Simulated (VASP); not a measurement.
# BN: G0W0 on PBE, by volume over the given one and cell

BN, F-43m (no. 216), 2 atoms in the cell. PBE, GW; PAW potentials N_GW, B_GW (PBE set).

| Volume over the given one | Cell | Quasiparticle gap on the mesh (eV) | Gap of the starting point on the mesh (eV) | Quasiparticle gap at the zone centre (eV) | Starting gap at the zone centre (eV) | Correction of the gap between the band edges on the mesh (eV) | Time (s) |
|---|---|---|---|---|---|---|---|
| 0.94 | scale = 0.94 | 6.08 | 4.49 | 11.28 | 9.05 | 1.58 | 6.3 |
| 0.97 | scale = 0.97 | 6.03 | 4.46 | 11.10 | 8.90 | 1.57 | 7.0 |
| 1 | as given | 5.99 | 4.43 | 10.92 | 8.75 | 1.56 | 7.2 |
| 1.03 | scale = 1.03 | 5.94 | 4.40 | 10.75 | 8.61 | 1.54 | 6.9 |

Limits: the mesh is coarse: the screening isn't converged, and the gap may still move by about 0.1 eV.

## Input of the first row

INCAR.step1:
```
  PREC = Accurate
  ENCUT = 500
  ISMEAR = 0
  SIGMA = 0.05
  LASPH = True
  LREAL = False
  GGA = PE
  ALGO = Normal
  EDIFF = 1E-8
  NELM = 150
  LWAVE = True
  LCHARG = False
  KPAR = 4
```

INCAR.step2, as INCAR.step1 but for:
```
- ALGO = Normal
- NELM = 150
+ ALGO = Exact
+ NELM = 1
+ ISTART = 1
+ NBANDS = 72
+ LOPTICS = True
```

INCAR.step3:
```
  PREC = Accurate
  ENCUT = 500
  ISMEAR = 0
  SIGMA = 0.05
  LASPH = True
  LREAL = False
  GGA = PE
  ALGO = EVGW0
  NBANDS = 72
  NBANDSGW = 8
  ENCUTGW = 200
  NOMEGA = 48
  PRECFOCK = Fast
  ISTART = 1
  LWAVE = False
  LCHARG = False
  NELMGW = 1
  KPAR = 4
```

KPOINTS:
```
k-points
0
Gamma
  4 4 4
```

POSCAR:
```
BN
1.0
    0.0000000000      1.7759905947      1.7759905947
    1.7759905947      0.0000000000      1.7759905947
    1.7759905947      1.7759905947      0.0000000000
N B
1 1
Direct
    0.2500000000      0.2500000000      0.2500000000
    0.0000000000      0.0000000000      0.0000000000
```

Commands (each step's output is kept before the next begins):
```
cat potpaw_PBE.64/N_GW/POTCAR potpaw_PBE.64/B_GW/POTCAR > POTCAR
cp INCAR.step1 INCAR
mpirun -np 4 vasp_std > vasp.out
cp INCAR.step2 INCAR
mpirun -np 4 vasp_std > vasp.out
cp INCAR.step3 INCAR
mpirun -np 4 vasp_std > vasp.out
```

VASP 6.6.1 took 6.3 s on 4 cores (Intel Xeon Platinum 8259CL @ 2.50GHz (Skylake/Cascade Lake)), a shared host.
